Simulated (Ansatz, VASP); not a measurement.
# Cross-check of BP between VASP and Ansatz, part 3 of 3

One calculation is typed for both programs; each brings its own data sets. How far apart do they land? The cell is taken from a series of runs on this material, whose earlier steps may have relaxed, scaled, displaced or heated it; both programs get it as it stands.

VASP 6.6.1 and Ansatz 0.2.0.

So far: VASP: zone-centre phonons, LDA, pair 1; Ansatz: zone-centre phonons, LDA, pair 1; Side by side; VASP: zone-centre phonons, LDA, pair 2; Ansatz: zone-centre phonons, LDA, pair 2; Comparison.

## (8) Ansatz: zone-centre phonons, LDA, pair 3

Level of this step: Ansatz beside VASP: Kohn-Sham DFT, plane waves, LDA (Ansatz).

Second derivatives magnify differences that forces hide, and they need a tight electronic threshold. The cell compared in this pair holds 23.88 Å³, against 23.46 Å³ for the pair before.

The cell is taken from a series of runs on this material, whose earlier steps may have relaxed, scaled, displaced or heated it; both programs get it as it stands.

The input, input.yaml:

```yaml
crystal:
  lattice:
    - [-0.053758331, 2.2588916256, 2.2588916256]
    - [2.2588916256, -0.053758331, 2.2588916256]
    - [2.2588916256, 2.2588916256, -0.053758331]
  atoms:
    - { symbol: B, position: [0.0009710783, 0.0009710783, 0.0009710783] }
    - { symbol: P, position: [0.7490289217, 0.7490289217, 0.7490289217] }
kpoints:
  mp_grid: { grid: [12, 12, 12] }
hamiltonian:
  xc: lda
  pseudopotentials: { kind: paw, azcp: { folder: soft_1 }, xc_functional: pbe }
scf:
  occupations: { method: fixed }
output:
  eigenvalues: true
phonons:
  method: dfpt
  dielectric: true
  rigid_motions: translations
```

Run with:

```
ansatz run input.yaml --threads 4 --pin off --max-ram 10240MiB --backend cpu --events-out ev --progress --plain --runs-dir out
```

Numbers of over 12 decimals in the logs are rounded to 6 here.

Log:

```text
[...]
Crystal: 2 atoms, lattice volume = 23.875 Å³
Basis set: ecut = 420 eV, 495 PW (Γ), exchange–correlation on 48×48×48 points (8 copies of the dense FFT grid, shifted against one another)
Bands: 8, of which v1, the nominal top of the filled ones, is band 4 counted from 1 (3 counted from 0)
Symmetry: 6 space group operations
k-points: 476 of 1728 (irreducible under 2 space group operations, time reversal used)
[...]
optical modes at Γ + LO–TO along q̂ = [1.0000, 0.0000, 0.0000]:
      ω (cm⁻¹)  modes    IR ((D/Å)²/amu)
[...]
optical modes at Γ + LO–TO along q̂ = [0.0000, 1.0000, 0.0000]:
      ω (cm⁻¹)  modes    IR ((D/Å)²/amu)
[...]
807.22      1             0.7518
  optical modes at Γ + LO–TO along q̂ = [0.0000, 0.0000, 1.0000]:
      ω (cm⁻¹)  modes    IR ((D/Å)²/amu)
        762.69      1             0.5673
        764.99      1             0.5677
        807.22      1             0.7518
[key lines of the parts left out:]
SCF converged after 8 iterations
Free energy (F): -876.581410 eV
Fermi energy:    8.906003 eV
```

## (9) VASP: zone-centre phonons, LDA, pair 3

The same cell, functional (in two slightly different forms) and mesh now go to VASP, with its own data sets.

The input, INCAR:

```
SYSTEM = BP
PREC = Accurate
ENCUT = 500
EDIFF = 1E-08
NELM = 120
ISMEAR = 0
SIGMA = 0.01
LREAL = .FALSE.
ALGO = Normal
GGA = CA
NBANDS = 10
LORBIT = 11
LWAVE = .FALSE.
LCHARG = .FALSE.
ISIF = 2
IBRION = 8
LEPSILON = .TRUE.
LASPH = .TRUE.
GGA_COMPAT = .FALSE.
EFERMI = MIDGAP
KPAR = 2
```

The input, POSCAR:

```
BP
1.0
   -0.0537583310      2.2588916256      2.2588916256
    2.2588916256     -0.0537583310      2.2588916256
    2.2588916256      2.2588916256     -0.0537583310
B P
1 1
Direct
    0.0009710783      0.0009710783      0.0009710783
    0.7490289217      0.7490289217      0.7490289217
```

The input, KPOINTS:

```
Automatic mesh
0
Gamma
12 12 12
0 0 0
```

PAW data sets: B and P (LDA family, release 64).

Run with:

```
mpirun -np 2 vasp_std
```

Log:

```text
[... set-up lines as in an earlier step ...]
 entering main loop
       N       E                     dE             d eps       ncg     rms          rms(c)
DAV:   1     0.803979613041E+01    0.80398E+01   -0.38923E+03  3780   0.693E+02
DAV:   2    -0.145559872787E+02   -0.22596E+02   -0.21710E+02  5424   0.111E+02
DAV:   3    -0.151195461438E+02   -0.56356E+00   -0.56244E+00  4628   0.163E+01
DAV:   4    -0.151218257168E+02   -0.22796E-02   -0.22793E-02  4700   0.120E+00
[...]
DAV:  12    -0.143430700418E+02    0.24275E-06   -0.15863E-06  4422   0.576E-03    0.469E-03
DAV:  13    -0.143430700470E+02   -0.51434E-08   -0.10933E-07  4748   0.194E-03    0.422E-03
DAV:  14    -0.143430700442E+02    0.27604E-08   -0.11236E-08  2354   0.527E-04
   1 F= -.14343070E+02 E0= -.14343070E+02  d E =0.000000E+00
 Linear response reoptimize wavefunctions to high precision
DAV:   1    -0.143430700443E+02   -0.74124E-10   -0.11384E-09  3046   0.238E-04
DAV:   2    -0.143430700443E+02    0.85265E-11   -0.63155E-11  2116   0.615E-05
 Linear response G [H, r] |phi>, progress :
  Direction:   1
[...]
RMM:  11    -0.417488767356E-01    0.15152E-08   -0.30012E-08 14860   0.763E-06    0.374E-07
 first order change of Fermi-energy   0.21892E+01
 force on displaced ion       1 direction 1 : -17.723  -0.656  -0.656
 Born effective charge ion    1 direction 1 :  -0.451  -0.023  -0.023
 Linear response progress:
  Degree of freedom:   2/  2
       N       E                     dE             d eps       ncg     rms          rms(c)
RMM:   1    -0.438116842727E-01   -0.43812E-01    0.44613E-03 22367   0.143E+00
RMM:   2    -0.410976559611E-01    0.27140E-02   -0.37890E-04 14801   0.222E-01    0.146E-01
RMM:   3    -0.411403007700E-01   -0.42645E-04   -0.31087E-05 15826   0.370E-02    0.827E-02
RMM:   4    -0.413747418174E-01   -0.23444E-03   -0.43509E-05 15740   0.337E-02    0.769E-03
[...]
RMM:   9    -0.413454612560E-01    0.27872E-07    0.26809E-08 17469   0.255E-05    0.154E-05
RMM:  10    -0.413454377437E-01    0.23512E-07    0.79949E-08 16868   0.116E-05    0.527E-06
RMM:  11    -0.413454329950E-01    0.47487E-08    0.87684E-08 14519   0.943E-06    0.164E-07
 first order change of Fermi-energy  -0.21889E+01
 force on displaced ion       2 direction 1 : -17.721  -0.657  -0.657
 Born effective charge ion    2 direction 1 :   0.448   0.022   0.022
 Born effective charges drift removed
 Linear response finished
```

OUTCAR, selected parts (step 9):

```text
  Total       -1.2513549     -1.2513549     -1.2513549      0.6192978      0.6192978      0.6192978
  in kB      -83.9739633    -83.9739633    -83.9739633     41.5588651     41.5588651     41.5588651
  external PRESSURE =     -83.9739633 kB  Pullay stress =       0.0000000 kB

 POSITION                                       TOTAL-FORCE (eV/Angst)
 -----------------------------------------------------------------------------------
      0.00433      0.00433      0.00433        -0.001607     -0.001607     -0.001607
      3.34368      3.34368      3.34368         0.001607      0.001607      0.001607
 -----------------------------------------------------------------------------------
    total drift:                               -0.000026     -0.000026     -0.000026

 MACROSCOPIC STATIC DIELECTRIC TENSOR (including local field effects in DFT)
 ------------------------------------------------------
           9.287767    -0.134817    -0.134817
          -0.134817     9.287767    -0.134817
          -0.134817    -0.134817     9.287767
 ------------------------------------------------------

 MACROSCOPIC STATIC DIELECTRIC TENSOR IONIC CONTRIBUTION
 ------------------------------------------------------
           0.086541     0.005336     0.005336
           0.005336     0.086541     0.005336
           0.005336     0.005336     0.086541
 ------------------------------------------------------

[... 1 part as in an earlier step ...]

[... 1 further part left out ...]
```

## (10) Comparison

Compared:

```
                                    quantity  Ansatz   VASP  difference
                                       ε∞ xx    9.26   9.29     -0.31 %
                                       ε∞ yy    9.26   9.29     -0.31 %
                                       ε∞ zz    9.26   9.29     -0.31 %
Born charge of B1 (mean of the diagonal) (e)   -0.47  -0.45       -0.02
Born charge of P2 (mean of the diagonal) (e)    0.47   0.45       +0.02
                  optical mode 1 to 2 (cm⁻¹)   762.7  761.0     +0.22 %
                       optical mode 3 (cm⁻¹)   805.6  803.7     +0.24 %
```

Modes are paired by rising frequency, not by their patterns, so a pair may set unlike modes beside each other; they are those without the splitting of longitudinal modes.

## (11) Summary of results

| Item | Value |
| --- | --- |
| r.m.s. difference of the optical zone-centre modes, each program's sorted by frequency (zone-centre phonons, LDA, pair 1) | 1.9 cm⁻¹ |
| r.m.s. difference of the optical zone-centre modes, each program's sorted by frequency (zone-centre phonons, LDA, pair 2) | 1.9 cm⁻¹ |
| r.m.s. difference of the optical zone-centre modes, each program's sorted by frequency (zone-centre phonons, LDA, pair 3) | 1.8 cm⁻¹ |

**Reading.** The r.m.s. difference of the optical zone-centre modes, each program's sorted by frequency is 1.9 cm⁻¹ (zone-centre phonons, LDA, pair 1). 1 further run of this series is not shown here. Such differences can come from data sets, numerical settings and the points named under the comparisons, not from the functional's error against experiment.

[Lines on the potential files, build, host, timing and source positions are cut from VASP's logs without a mark.]

[Logs are printed without paths, hosts, clocks, repeated set-up lines and the standing remarks that a program may print on its own settings, such as how far it seeks lower states.]

[Hosts, paths, dates, database ids (printed as entryN), source tags and the programs' standing remarks are cut or masked in the printed files.]
